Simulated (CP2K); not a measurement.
PbS (Galena):

```
CELL_PARAMETERS angstrom
4.19420 0.00000 0.00000
2.09710 3.63229 0.00000
2.09710 1.21076 3.42455
ATOMIC_POSITIONS crystal
Pb 0.00000 0.00000 0.00000
S 0.50000 0.50000 0.50000
```

Base run:

- Program: CP2K 2026.2
- Functional: PBEsol
- Potentials or basis: POTENTIAL_UZH Pb GTH-PBE-q4, S GTH-PBE-q6; TZVP-MOLOPT-PBE-GTH basis
- Density cutoff: 9184 eV
- k mesh: 8 × 8 × 8
- Occupations: fermi-dirac, width 0.05 eV
- Spin: no spin polarisation

Its results: band gap on the k mesh 0.10 eV, direct; pressure 1.5 GPa.

Question: After a change of settings the same cell gave: band gap on the k mesh 0.37 eV, direct; pressure 4.1 GPa. Which change was it?
A. functional from PBEsol to optB88-vdW
B. functional from PBEsol to PW91
C. functional from PBEsol to AM05
D. functional from PBEsol to PBE

Answer: A.

Caveats: the potentials were made for another functional, which shifts forces and pressure; spin-orbit coupling is left out, which as a rule narrows the gap of such compounds by several tenths of an eV; the basis of atomic orbitals isn't converged, which shifts pressures, moduli and gaps.
